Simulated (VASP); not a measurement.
Write the native input for VASP 6.6.1 that does the following.

```yaml
Task: single point
Functional: PBE
Dispersion: D3(BJ)
Potentials_or_basis: VASP PAW PBE potentials, release 64 (B, N)
Cutoff: 450 eV
k_mesh: 12 × 12 × 4
Occupations: gaussian, width 0.02 eV
Spin: no spin polarisation
Further_INCAR_settings: ALGO = Normal; EDIFF = 1e-07; NBANDS = 16
```

The structure of BN lies in POSCAR:

```
BN
1.0
    2.4982400000      0.0000000000      0.0000000000
   -1.2491200000      2.1635393000      0.0000000000
    0.0000000000      0.0000000000      6.6357000000
B N
2 2
Direct
    0.3333333300      0.6666666700      0.2500000000
    0.6666666700      0.3333333300      0.7500000000
    0.3333333300      0.6666666700      0.7500000000
    0.6666666700      0.3333333300      0.2500000000
```

One way to write it, as run:

INCAR

```
SYSTEM = BN
ALGO = Normal ; EDIFF = 1E-7
ENCUT = 450 ; GGA = PE
ISIF = 2 ; ISMEAR = 0
IVDW = 12 ; LASPH = .TRUE.
LCHARG = .FALSE. ; LREAL = .FALSE.
LWAVE = .FALSE. ; NBANDS = 16
NELM = 100 ; PREC = Accurate
SIGMA = 0.02
```

KPOINTS

```
k-points
0
G
  12 12 4
  0 0 0
```

Potentials or basis: VASP PAW PBE potentials, release 64 (B, N).

Command:

```sh
$ cat potpaw_PBE.64/B/POTCAR potpaw_PBE.64/N/POTCAR > POTCAR
$ mpirun -np 1 vasp_std > vasp.out
```

Results of the run:

| Quantity | Value |
| --- | --- |
| Band gap on the k mesh | 4.29 eV, indirect (least direct gap 4.66 eV) |
| Dispersion energy per atom | -0.142 eV |

Run time: 15 s on 1 thread of Intel(R) Xeon(R) Platinum 8488C (Sapphire Rapids), on a shared host, peak memory 0.15 GiB.
